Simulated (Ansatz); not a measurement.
Runs of Ansatz 0.2.0 on Au. It takes space group Fm-3m (No. 225, cubic). Conventional cell: a = 4.070 Å, b = 4.070 Å, c = 4.070 Å, α = 90.00°, β = 90.00°, γ = 90.00°. Around Au (site symmetry m-3m) lie 12 Au at 2.88 Å. 

| task | level | potentials or basis | cell | cutoff (eV) | points for each segment of the path | target pressure (GPa) | gap on the mesh (eV) | pressure (GPa) |
| --- | --- | --- | --- | --- | --- | --- | --- | --- |
| band structure | PBE | Ansatz PAW earlier set | as given | 617 | 14 | - | none | 10.9 |
| relaxation of cell and atoms | PBEsol | Ansatz PAW | relaxed to 30 GPa | 420 | - | 30 | none | 30.0 |
| relaxation of cell and atoms | PBEsol | Ansatz PAW | relaxed to 10 GPa | 420 | - | 10 | none | 10.0 |
| relaxation of cell and atoms | PBEsol | Ansatz PAW | relaxed to 2 GPa | 420 | - | 2 | none | 2.0 |
| band structure | PBE | PseudoDojo stringent (PBE files) | as given | 1034 | 14 | - | none | 10.3 |
| relaxation of cell and atoms | PBEsol | Ansatz PAW | relaxed | 420 | - | 0 | none | 0.0 |
| relaxation of cell and atoms | PBEsol | Ansatz PAW | relaxed to 5 GPa | 420 | - | 5 | none | 5.0 |
| band structure | PBE | JTH PAW | as given | 750 | 14 | - | none | 11.1 |
| relaxation of cell and atoms | PBEsol | Ansatz PAW | relaxed to 20 GPa | 420 | - | 20 | none | 20.0 |
| band structure | PBE | Ansatz PAW | as given | 420 | 14 | - | none | (a) |
| band structure | PBE | Ansatz NC | as given | 1034 | 14 | - | none | 10.9 |
| band structure | PBE | PseudoDojo standard (PBE files) | as given | 1034 | 14 | - | none | 10.3 |

Alike in all rows: no spin polarisation; k mesh 11 × 11 × 11; smearing fermi-dirac 0.05 eV.

Q: Estimate the missing entries.

A: (a) 10.8.

Caveats: spin-orbit coupling is left out, which moves the levels of the heavy elements (some runs); the plane-wave basis is chosen anew once the cell has moved, so the energies of steps on either side of that aren't comparable (some runs); the PAW data sets come from PBE, with cores solved anew for the run's functional, which leaves a small shift of forces and pressure (some runs).

A k mesh can miss the band edges, and the runs leave out spin-orbit coupling on Au.

A gap of «none» marks a metal or a gap under the smearing width.

The runs don't all hold the same shells in valence.
